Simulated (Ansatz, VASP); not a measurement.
# MnSb4: VASP beside Ansatz

The input INCAR:

```
  PREC = Accurate
  ENCUT = 520
  EDIFF = 1E-6
  ISMEAR = -1
  SIGMA = 0.05
  LREAL = False
  LASPH = True
  NELM = 60
  ALGO = Normal
  ISIF = 2
  LWAVE = False
  LCHARG = False
  GGA = PE
  NBANDS = 24
```

File KPOINTS:

```
Automatic mesh
0
Gamma
  9 9 2
```

The input POSCAR:

```
MnSb4
1.0
    3.0805000000      0.0000000000      0.0000000000
    0.0000000000      3.0805000000      0.0000000000
    0.0000000000      0.0000000000     14.9942030000
Sb Mn
4 1
Direct
    0.0000000000      0.0000000000      0.8196820000
    0.0000000000      0.0000000000      0.6005510000
    0.0000000000      0.0000000000      0.3994490000
    0.0000000000      0.0000000000      0.1803180000
    0.0000000000      0.0000000000      0.0000000000
```

The input input.yaml:

```yaml
crystal:
  lattice:
    - [3.0805, 0.0, 0.0]
    - [0.0, 3.0805, 0.0]
    - [0.0, 0.0, 14.994203]
  atoms:
    - { symbol: Sb, position: [0.0, 0.0, 0.819682] }
    - { symbol: Sb, position: [0.0, 0.0, 0.600551] }
    - { symbol: Sb, position: [0.0, 0.0, 0.399449] }
    - { symbol: Sb, position: [0.0, 0.0, 0.180318] }
    - { symbol: Mn, position: [0.0, 0.0, 0.0] }
hamiltonian:
  xc: pbe
  pseudopotentials: { kind: paw }
kpoints:
  mp_grid: { grid: [9, 9, 2] }
scf:
  occupations: { method: fermi_dirac, width: 0.05 }
output:
  forces: true
  stress: true
  eigenvalues: true
  write_density: true
  write_potential: true
  elf: true
  volumetric_format: npy
```

The cell comes from a database or a generator and needn't be the stable form of this composition.

Alike in both runs: task single point; functional PBE; k mesh 9 × 9 × 2; occupations fermi-dirac, width 0.05 eV; no spin polarisation.

|  | VASP | Ansatz |
| --- | --- | --- |
| version | VASP 6.6.1 | Ansatz 0.2.0 |
| potentials or method | VASP PAW PBE potentials, release 64 (Sb, Mn_pv) | Ansatz PAW |
| plane-wave cutoff (eV) | 520 | 420 |
| valence electrons in the cell | 33 | 75 |

VASP gave:

| Property | Result |
| --- | --- |
| gap on the k mesh at the Fermi level (eV) | none |
| pressure (GPa) | -3.6 |
| largest component of the traceless stress (GPa) | 1.36 |
| rms of the force components (eV/Å) | 0.198 |

Problem. What did Ansatz give for the same quantities?

Solution. gap on the k mesh at the Fermi level (eV): none; pressure (GPa): -3.9; largest component of the traceless stress (GPa): 1.31; rms of the force components (eV/Å): 0.198.

Atom by atom the forces differ by 0.003 eV/Å (rms over components). A gap of «none» marks a metal or a gap that the smearing closes. The two sets of potentials don't hold the same shells in valence.

Spin-orbit coupling is left out, which matters for the levels of Sb. Spin polarisation is off, so any magnetic state and its effect on volume and gap are missing.
